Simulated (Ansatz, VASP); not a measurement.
Au: VASP beside Ansatz

Contents of INCAR:

```
SYSTEM = Au
PREC = Accurate
ENCUT = 520
EDIFF = 1E-7
ISMEAR = -1
SIGMA = 0.15
LREAL = .FALSE.
LASPH = .TRUE.
NELM = 100
ALGO = Fast
ISIF = 2
LWAVE = .FALSE.
LCHARG = .FALSE.
GGA = PE
NBANDS = 12
```

KPOINTS

```
regular mesh
0
G
  10 10 10
  0 0 0
```

Contents of POSCAR:

```
Au
1.0
   -1.6572700000      1.6572700000      1.6572700000
    1.6572700000     -1.6572700000      1.6572700000
    1.6572700000      1.6572700000     -1.6572700000
Au
1
Direct
    0.0000000000      0.0000000000      0.0000000000
```

Input for Ansatz:

```yaml
crystal:
  lattice:
    - [-1.65727, 1.65727, 1.65727]
    - [1.65727, -1.65727, 1.65727]
    - [1.65727, 1.65727, -1.65727]
  atoms:
    - { symbol: Au, position: [0.0, 0.0, 0.0] }
basis:
  ecutwfc: 800.0
kpoints:
  mp_grid:
    grid: [10, 10, 10]
hamiltonian:
  xc: pbe
scf:
  occupations:
    method: fermi_dirac
    width: 0.15
output:
  stress: true
```

This isn't the form of Au at room conditions, which is fcc.

Alike in both runs: task single point; functional PBE; k mesh 10 × 10 × 10; occupations fermi-dirac, width 0.15 eV; no spin polarisation.

|  | VASP | Ansatz |
| --- | --- | --- |
| version | VASP 6.6.1 | Ansatz 0.2.0 |
| potentials or method | VASP PAW PBE potentials, release 64 (Au) | plane waves, PAW |
| plane-wave cutoff (eV) | 520 | 800 |
| valence electrons in the cell | 11 | 19 |

```tsv
	VASP	Ansatz	Ansatz less VASP
pressure (GPa)	-1.5	-1.3	+0.21
```

The two sets of potentials don't hold the same shells in valence.

The runs have no spin-orbit coupling, so splittings on Au are missing.
